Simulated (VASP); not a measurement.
A run of VASP 6.6.1 is set up as follows.

INCAR

```
SYSTEM = Ba
ALGO = Normal
EDIFF = 1E-6
ENCUT = 520
GGA = PE
ISIF = 2
ISMEAR = 0
LASPH = .True.
LCHARG = .False.
LREAL = .False.
LWAVE = .False.
NBANDS = 11
NELM = 100
PREC = Accurate
SIGMA = 0.05
```

KPOINTS

```
k-points
0
Gamma
  6 6 6
  0 0 0
```

POSCAR

```
Ba
1.0
    0.0000000000      3.1624017686      3.1624017686
    3.1624017686      0.0000000000      3.1624017686
    3.1624017686      3.1624017686      0.0000000000
Ba
1
Direct
    0.0000000000      0.0000000000      0.0000000000
```

Potentials or basis: VASP PAW PBE potentials, release 64 (Ba_sv).

Command:

```sh
$ cat potpaw_PBE.64/Ba_sv/POTCAR > POTCAR
$ mpirun -np 1 vasp_std > vasp.out
```

Task: Predict the band gap on the k mesh.

Result: None (metal or under the smearing width).

Task: Estimate the pressure.

Result: 0.0 GPa.

Spin-orbit coupling is left out, which matters for the levels of Ba.
